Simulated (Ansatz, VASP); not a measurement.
# CdSe (Cadmoselite) in two plane-wave programs

Aim: how closely do two programs agree when they are given the same cell, functional and k mesh? The cell is a member of a volume series, scaled by 1.015 from a relaxed one, so a pressure remains.

Calculated with Ansatz 0.2.0; plane waves, with VASP 6.6.1 beside it; single point at LDA and single point at r2SCAN.

## 1. The structure

The structure is hexagonal, space group P6_3mc (No. 186). Conventional cell: a = 4.281 Å, b = 4.281 Å, c = 6.994 Å, α = 90.00°, β = 90.00°, γ = 120.00°. Nearest to Cd lie 4 Se at 2.62 Å. Se has 4 Cd at 2.62 Å nearest. Farther neighbours and most contacts between anions are not listed.

## 2. Ansatz: single point, LDA, volume scaled by 1.015

Ansatz runs on its default PAW (the set named soft_2) files.

With cell and atoms fixed, the geometry can't cause a difference; cores, projectors, grids and the points listed under the comparison can.

Input file input.yaml:

```yaml
crystal:
  lattice:
    - [4.28095619, 0.0, 0.0]
    - [-2.1404781, 3.70741682, 0.0]
    - [0.0, 0.0, 6.99386957]
  atoms:
    - { symbol: Cd, position: [0.33333333, 0.66666667, 0.49983604] }
    - { symbol: Cd, position: [0.66666667, 0.33333333, 0.99983604] }
    - { symbol: Se, position: [0.33333333, 0.66666667, 0.87516396] }
    - { symbol: Se, position: [0.66666667, 0.33333333, 0.37516396] }
hamiltonian:
  xc: lda
  pseudopotentials: { kind: paw }
kpoints:
  mp_grid: { grid: [6, 6, 4] }
scf:
  occupations: { method: gaussian, width: 0.03 }
  n_extra_bands: 5
output:
  forces: true
  stress: true
  eigenvalues: true
  write_density: true
  write_potential: true
  elf: true
  volumetric_format: npy
```

Run with:

```sh
$ ansatz run input.yaml --threads 2 --pin off --max-ram 4608MiB --backend cpu --events-out ev --progress --plain --runs-dir out
```

Numbers of over 12 decimals in the logs are rounded to 6 here.

The program printed:

```text
scf.n_extra_bands = 5 over 36 filled bands (N_el = 72.0): the run solves 41 bands
Engine: ansatz 0.2.0, aarch64-unknown-linux-gnu
Pseudopotentials: kind: paw
Pseudopotential: Cd, paw, valence charge 20, recommended cutoff 420 eV (normal), Cd.paw.azcp
Pseudopotential: Se, paw, valence charge 16, recommended cutoff 420 eV (normal), Se.paw.azcp
Functional definition: SPW92
  exchange = slater_x
  correlation = pw_c
Crystal: 4 atoms, lattice volume = 111.002 Å³
Basis set: ecut = 420 eV, 2177 PW (Γ)
Bands: 41, of which v1, the nominal top of the filled ones, is band 36 counted from 1 (35 counted from 0)
Symmetry: 12 space group operations
Space group: P63mc (ITA 186), of the structure as read, at distance tolerance 4.8e-5 Å
k-points: 21 of 144 (time reversal used)
Non-local potential: Cd, projectors of the file, l = 0: 3, l = 1: 2, l = 2: 2, l = 3: 1
Non-local potential: Se, projectors of the file, l = 0: 2, l = 1: 2, l = 2: 3, l = 3: 1
PAW form: soft (Blöchl's): semilocal exchange-correlation on the pseudo side does not see the compensation charge
PAW frozen core: Cd, regenerated for the run's functional, and the local potential with it (the file was generated under x = pbe(κ = 0.804, μ = 0.219515), c = pbe(β = 0.066725))
PAW frozen core: Se, regenerated for the run's functional, and the local potential with it (the file was generated under x = pbe(κ = 0.804, μ = 0.219515), c = pbe(β = 0.066725))
PAW one-centre angular grid: Cd, 590 points (default); XC on 64 Gauss nodes
PAW one-centre angular grid: Se, 590 points (default); XC on 64 Gauss nodes
Initial density: superposition of atomic densities (neutral atoms: chi_scale 0, normalization atom), corrected by the library's trained network
Initial wavefunctions: pseudopotential atomic-orbital guess
Functional: x = slater, c = lda
SCF iter   1: F=—  HF=-27004.466060 eV  |F-HF|=—  |Δ(HF+E_count)|=         —  Δρ=7.07e-3  dr2=4.19e-2  ethr=1.77e-3  ⟨swp⟩=6.1  Hψ=3053  notcnv=0
preconditioner: auto → Resta (q_TF=auto, 2.538 Å⁻¹)  ε∞=4.7  [insulator: Δε(μ)=0.358 eV  Ē_g=10.936 eV  σ=0.030 eV  W_gap=1.00  n_scr=34 (ndim 8)  ℏωp=21.1 eV  f_vac=0.198  D(μ)=0.00/eV (n_scr^D=0)  ε∞_Penn≈4.7]
SCF iter   2: F=—  HF=-27004.454819 eV  |F-HF|=—  |Δ(HF+E_count)|=   1.12e-2  Δρ=2.91e-3  dr2=7.62e-3  ethr=5.82e-5  ⟨swp⟩=2.0  Hψ=1449  notcnv=0  defer=21
SCF iter   3: F=—  HF=-27004.453213 eV  |F-HF|=—  |Δ(HF+E_count)|=   1.61e-3  Δρ=1.03e-3  dr2=1.07e-3  ethr=1.06e-5  ⟨swp⟩=2.0  Hψ=916  notcnv=0  defer=21
SCF iter   4: F=—  HF=-27004.453123 eV  |F-HF|=—  |Δ(HF+E_count)|=   9.04e-5  Δρ=1.81e-4  dr2=4.08e-5  ethr=1.48e-6  ⟨swp⟩=2.0  Hψ=962  notcnv=0  defer=21
SCF iter   5: F=—  HF=-27004.453174 eV  |F-HF|=—  |Δ(HF+E_count)|=   5.19e-5  Δρ=3.35e-5  dr2=2.23e-6  ethr=5.67e-8  ⟨swp⟩=2.1  Hψ=941  notcnv=0  defer=21
SCF iter   6: F=—  HF=-27004.453176 eV  |F-HF|=—  |Δ(HF+E_count)|=   1.44e-6  Δρ=9.70e-6  dr2=1.66e-7  ethr=3.10e-9  ⟨swp⟩=2.1  Hψ=1233  notcnv=0  defer=21
SCF iter   7: F=-27004.453176 eV  HF=-27004.453176 eV  |F-HF|=2.54e-8  |Δ(HF+E_count)|=   5.34e-9  Δρ=5.10e-6  dr2=2.78e-8  ethr=1.39e-10  ⟨swp⟩=11.4  Hψ=6203  notcnv=0
SCF 1 converged in 7 iterations: F = -27004.453176 eV  dr2 = 2.78e-8
  greatest PAW one-centre occupation: 1.000 electrons in one spin orbital (limit 2), on the Cd atom at site 1 (counted from 0), in its partial waves of l = 0
SCF converged after 7 iterations
Free energy (F): -27004.453176 eV
Harris-Foulkes:  -27004.453176 eV  (|F-HF|=2.54e-8)
Internal energy: -27004.453176 eV  (E = F + TS)
E sigma→0 (E₀):  -27004.453176 eV
Fermi energy:    7.567050 eV
--- Per-component energies (eV) ---
  E_band       = -1794.519713
  E_kinetic    = 1249.236781
  E_local      = -12738.359251  (includes V_loc(G=0)·N_el)
  E_nonlocal   = -1096.648150
  E_hartree    = 6043.391620
  E_xc         = -558.093082
  E_vxc        = -639.633476  (∫ρ·V_xc dr)
  E_paw        = -11548.895067  (= ΣΔE_a)
  E_vpaw       = -655.898011  (= ΣTr[D̂ρ^β])
  E_aug_tail   = -0.001168  (compensation charges beyond the density's cutoff)
  E_ewald      = -8361.052720
  E_core_change = 5.967862  (= ΣΔE_core)
  E_smearing   = -0.000000  (= −TS)
  E_closure    = 0.000000  (closes the sum)
  Σ components = -27004.453176   (vs F -27004.453176, Δ=0.00e0)
--- Forces (eV/Å), atoms counted from 1 ---
  atom   1  Cd    -0.00000000     0.00000000    -0.00411380
  atom   2  Cd     0.00000000    -0.00000000    -0.00411380
  atom   3  Se    -0.00000000     0.00000000     0.00412367
  atom   4  Se     0.00000000    -0.00000000     0.00412367
  max |Σ_I F_I| component: 1.97e-5 eV/Å
--- Stress (GPa, compression-positive) ---
       -1.260108      -0.000000      -0.000000
       -0.000000      -1.260108       0.000000
       -0.000000       0.000000      -1.271882
  P = ⅓ Tr σ = -1.2640 GPa (-12.640 kbar)
--- Band table (eV; the first three rows and the last of 21) ---
  k-point 0: bands = [... 32 lower, 6.5658, 7.2990, 7.3608, 7.3608, 7.7718, 9.3704, 13.0954, 13.0954, ... 1 higher]
  k-point 1: bands = [... 32 lower, 6.6732, 6.6732, 7.2341, 7.2341, 8.9041, 9.4636, 12.9250, 13.1897, ... 1 higher]
  k-point 2: bands = [... 32 lower, 6.9441, 6.9441, 6.9441, 6.9441, 9.5463, 9.5463, 13.0400, 13.0400, ... 1 higher]
  k-point 20: bands = [... 32 lower, 4.8127, 4.8127, 6.1804, 6.1804, 10.9561, 10.9561, 12.9763, 12.9763, ... 1 higher]
```

The job ended after 5.2 s (2 threads of Arm Neoverse V1, shared host; peak memory 0.37 GiB).

In the SCF lines HF is the Harris–Foulkes energy and dr2 the Hartree energy of the density residual, in eV; the loop may stop once dr2 is under the threshold and the program's other checks hold. Hψ counts applications of the Hamiltonian.

The run ends at a pressure of -1.26 GPa, with forces up to 0.0041 eV/Å.

## 3. VASP: single point, LDA, volume scaled by 1.015

The same cell, functional (in two slightly different forms), mesh and smearing now go to VASP, with its own data sets and cutoff.

Lines of VASP's logs that name or quote its potential files are left out, and so is its time.

The input asks for a relaxation, which ended at its first step since no free force or stress exceeded the threshold; so it serves as a single point.

Input file INCAR:

```
SYSTEM = CdSe
PREC = Accurate
ENCUT = 500
EDIFF = 1E-06
NELM = 100
ISMEAR = 0
SIGMA = 0.03
LREAL = .FALSE.
ALGO = Normal
GGA = CA
NBANDS = 24
LORBIT = 11
LWAVE = .FALSE.
LCHARG = .FALSE.
KPAR = 8
IBRION = 2
NSW = 30
ISIF = 4
EDIFFG = -0.01
```

Input file POSCAR:

```
CdSe
1.0
    4.2809561944      0.0000000000      0.0000000000
   -2.1404780972      3.7074168168      0.0000000000
    0.0000000000      0.0000000000      6.9938695716
Cd Se
2 2
Direct
    0.3333333333      0.6666666667      0.4998360389
    0.6666666667      0.3333333333      0.9998360389
    0.3333333333      0.6666666667      0.8751639611
    0.6666666667      0.3333333333      0.3751639611
```

Input file KPOINTS:

```
Automatic mesh
0
Gamma
6 6 4
0 0 0
```

PAW data sets: Cd and Se (LDA family, release 64).

Run with:

```sh
$ mpirun -np 8 vasp_std
```

The program printed:

```text
[banner, memory and clock lines left out]
running    8 mpi-ranks, on    1 nodes
 distrk:  each k-point on    1 cores,    8 groups
 distr:  one band on    1 cores,    1 groups

 POSCAR found type information on POSCAR CdSe
 POSCAR found :  2 types and       4 ions
|                                                                             |
|           W    W    AA    RRRRR   N    N  II  N    N   GGGG   !!!           |
|           W    W   A  A   R    R  NN   N  II  NN   N  G    G  !!!           |
|           W    W  A    A  R    R  N N  N  II  N N  N  G       !!!           |
|           W WW W  AAAAAA  RRRRR   N  N N  II  N  N N  G  GGG   !            |
|           WW  WW  A    A  R   R   N   NN  II  N   NN  G    G                |
|           W    W  A    A  R    R  N    N  II  N    N   GGGG   !!!           |
|                                                                             |
|     For optimal performance we recommend to set                             |
|       NCORE = 2 up to number-of-cores-per-socket                            |
|     NCORE specifies how many cores store one orbital (NPAR=cpu/NCORE).      |
|     This setting can greatly improve the performance of VASP for DFT.       |
|     The default, NCORE=1 might be grossly inefficient on modern             |
|     multi-core architectures or massively parallel machines. Do your        |
|     Unfortunately you need to use the default for GW and RPA                |
|     calculations (for HF NCORE is supported but not extensively tested      |
|     yet).                                                                   |
|                                                                             |

 LDA part: xc-table for (Slater(with rela. corr.)+CA(PZ))
 , standard interpolation
 POSCAR, INCAR and KPOINTS ok, starting setup
 FFT: planning ... GRIDC
 FFT: planning ... GRID_SOFT
 FFT: planning ... GRID
 WAVECAR not read
 entering main loop
       N       E                     dE             d eps       ncg     rms          rms(c)
DAV:   1     0.241175135476E+03    0.24118E+03   -0.17022E+04  1008   0.132E+03
DAV:   2    -0.145923895633E+01   -0.24263E+03   -0.23542E+03  1152   0.329E+02
DAV:   3    -0.141599365592E+02   -0.12701E+02   -0.12656E+02  1240   0.759E+01
DAV:   4    -0.142564076350E+02   -0.96471E-01   -0.96454E-01  1096   0.643E+00
DAV:   5    -0.142571271359E+02   -0.71950E-03   -0.71940E-03  1296   0.506E-01    0.906E+00
DAV:   6    -0.135637874020E+02    0.69334E+00   -0.14047E+00  1272   0.123E+01    0.701E+00
DAV:   7    -0.135191287687E+02    0.44659E-01   -0.51220E-01  1176   0.388E+00    0.254E+00
DAV:   8    -0.135108669266E+02    0.82618E-02   -0.66406E-02  1120   0.270E+00    0.356E-01
DAV:   9    -0.135101207979E+02    0.74613E-03   -0.85839E-03  1176   0.115E+00    0.101E-01
DAV:  10    -0.135100050063E+02    0.11579E-03   -0.65078E-04  1192   0.309E-01    0.460E-02
DAV:  11    -0.135100243545E+02   -0.19348E-04   -0.10776E-04  1136   0.791E-02    0.158E-02
DAV:  12    -0.135100189735E+02    0.53811E-05   -0.56750E-05  1248   0.840E-02    0.880E-03
DAV:  13    -0.135100183712E+02    0.60223E-06   -0.59209E-06  1152   0.270E-02
   1 F= -.13510018E+02 E0= -.13510018E+02  d E =-.135100E+02
 curvature:   0.00 expect dE= 0.000E+00 dE for cont linesearch  0.000E+00
 trial: gam= 0.00000 g(F)=  0.145E-05 g(S)=  0.279E-06 ort = 0.000E+00 (trialstep = 0.100E+01)
 search vector abs. value=  0.172E-05
 reached required accuracy - stopping structural energy minimisation
```

Parts of OUTCAR (step 3):

```text
ion  position               nearest neighbor table
   1  0.333  0.667  0.500-   4 2.62   4 2.62   4 2.62   3 2.62
   2  0.667  0.333  1.000-   3 2.62   3 2.62   3 2.62   4 2.62
   3  0.333  0.667  0.875-   2 2.62   2 2.62   2 2.62   1 2.62
   4  0.667  0.333  0.375-   1 2.62   1 2.62   1 2.62   2 2.62

  LATTYP: Found a hexagonal cell.
 ALAT       =     4.2809561944
 C/A-ratio  =     1.6337166871

 Subroutine GETGRP returns: Found 12 space group operations
 (whereof  6 operations were pure point group operations)

The static configuration has the point symmetry C_3v.
 The point group associated with its full space group is C_6v.

 Found     21 irreducible k-points:

   k-points           NKPTS =     21   k-points in BZ     NKDIM =     21   number of bands    NBANDS=     24

   dimension x,y,z NGX =    32 NGY =   32 NGZ =   54
   dimension x,y,z NGXF=    64 NGYF=   64 NGZF=  108

   ENCUT  =  500.0 eV  36.75 Ry    6.06 a.u.   7.81  7.81 12.75*2*pi/ulx,y,z

   NELECT =      36.0000    total number of electrons

 k-points in reciprocal lattice and weights: Automatic mesh
   0.00000000  0.00000000  0.00000000       0.007
   0.16666667 -0.00000000  0.00000000       0.042
   0.33333333 -0.00000000  0.00000000       0.042
   0.50000000 -0.00000000  0.00000000       0.021
   0.16666667  0.16666667  0.00000000       0.042
   0.33333333  0.16666667  0.00000000       0.083
   0.33333333  0.33333333  0.00000000       0.014
   0.00000000  0.00000000  0.25000000       0.014
   0.16666667 -0.00000000  0.25000000       0.083
[...]
0.33333333  0.16666667  0.50000000       0.083
   0.33333333  0.33333333  0.50000000       0.014

 average (electrostatic) potential at core
       1 -40.6519       2 -40.6519       3 -62.6278       4 -62.6278

 E-fermi :   1.0985

 k-point     1 :       0.0000    0.0000    0.0000
  band No.  band energies     occupation
    ...
     14       0.1338      2.00000
     15       0.1338      2.00000
     16       0.8709      2.00000
     17       0.9322      2.00000
     18       0.9322      2.00000
     19       1.3756      0.00000
     20       2.9579      0.00000
     21       6.6479      0.00000
     22       6.6479      0.00000
     23       6.9210      0.00000
    ...

 k-point     2 :       0.1667   -0.0000    0.0000
  band No.  band energies     occupation
    ...
     14      -0.9649      2.00000
     15      -0.5615      2.00000
     16      -0.2012      2.00000
     17       0.6542      2.00000
     18       0.7296      2.00000
     19       2.7760      0.00000
     20       3.9508      0.00000
     21       5.9990      0.00000
     22       7.0165      0.00000
     23       7.0220      0.00000
    ...

 k-point     3 :       0.3333   -0.0000    0.0000
  band No.  band energies     occupation
    ...
     14      -2.2572      2.00000
     15      -1.8315      2.00000
     16      -0.7600      2.00000
     17       0.0237      2.00000
     18       0.3311      2.00000
     19       3.7715      0.00000
     20       4.2101      0.00000
     21       5.8196      0.00000
     22       6.6153      0.00000
     23       7.2990      0.00000
    ...

  Total       -0.5636235     -0.5636235     -0.5695112      0.0000000     -0.0000000      0.0000000
  in kB       -8.1352315     -8.1352315     -8.2202141      0.0000000     -0.0000000      0.0000000
  external PRESSURE =      -8.1635590 kB  Pullay stress =       0.0000000 kB

  energy-cutoff  :      500.00
  volume of cell :      111.00
      direct lattice vectors                 reciprocal lattice vectors
     4.280956194  0.000000000  0.000000000     0.233592673  0.134864793  0.000000000
    -2.140478097  3.707416817  0.000000000     0.000000000  0.269729585  0.000000000
     0.000000000  0.000000000  6.993869572     0.000000000  0.000000000  0.142982363

 POSITION                                       TOTAL-FORCE (eV/Angst)
 -----------------------------------------------------------------------------------
     -0.00000      2.47161      3.49579        -0.000000      0.000000     -0.002737
      2.14048      1.23581      6.99272         0.000000      0.000000     -0.002737
     -0.00000      2.47161      6.12078        -0.000000      0.000000      0.002737
      2.14048      1.23581      2.62385         0.000000      0.000000      0.002737
 -----------------------------------------------------------------------------------
    total drift:                               -0.000000     -0.000000      0.000166

  FREE ENERGIE OF THE ION-ELECTRON SYSTEM (eV)
  ---------------------------------------------------
  free  energy   TOTEN  =       -13.5100183712 eV

  energy  without entropy=      -13.5100183712  energy(sigma->0) =      -13.51001837

 reached required accuracy - stopping structural energy minimisation

 total charge
# of ion       s       p       d       tot
------------------------------------------
    1        0.459   0.327   9.544  10.330
    2        0.459   0.327   9.544  10.330
    3        1.449   2.384   0.024   3.857
    4        1.449   2.384   0.024   3.857
--------------------------------------------------
tot          3.816   5.422  19.136  28.373

[... 3 further parts left out ...]
```

CONTCAR:

```
CdSe
   1.00000000000000
     4.2809561943999999    0.0000000000000000    0.0000000000000000
    -2.1404780971999999    3.7074168167999999    0.0000000000000000
     0.0000000000000000    0.0000000000000000    6.9938695716000003
  Cd              Se
     2     2
Direct
     0.3333333332999970    0.6666666667000030    0.4998360388999998
     0.6666666667000030    0.3333333332999970    0.9998360388999998
     0.3333333332999970    0.6666666667000030    0.8751639611000002
     0.6666666667000030    0.3333333332999970    0.3751639611000002
```

## 4. Comparison

Known differences besides the potentials themselves: the two LDA forms differ slightly; the data sets hold 72 valence electrons in Ansatz (default PAW (the set named soft_2) files) and 36 in VASP; the cutoff is 420 eV in Ansatz and 500 eV in VASP; VASP's log shows a relativistic correction to its local exchange, Ansatz's none. Total energies have different zeros and are not compared.

Both answers:

```csv
quantity,Ansatz,VASP,difference
pressure (GPa),-1.26,-0.82,-0.45
gap on the k mesh (eV),0.411,0.443,-0.032
```

A gap on the mesh is an upper bound, since the band edges may lie between its points.

## 5. Further runs

Further runs change the set-up of one program: Ansatz's method, potentials or start, or VASP's data sets, cutoff or form of LDA. The table gives Ansatz less VASP for each quantity, since a change that brings one quantity closer may part another.

```csv
run,r.m.s. force difference (meV/Å),pressure (GPa),gap on the k mesh (eV)
as above,0.8,-0.45,-0.032
Ansatz's all-electron LAPW method,0.78,-0.43,-0.034
```

(Continued in part 2 of 2.)

[Lines on the potential files, build, host, timing and source positions are cut from VASP's logs without a mark.]

[Logs are printed without paths, hosts, clocks, repeated set-up lines and the standing remarks that a program may print on its own settings, such as how far it seeks lower states.]

[Hosts, paths, dates, database ids (printed as entryN), source tags and the programs' standing remarks are cut or masked in the printed files.]
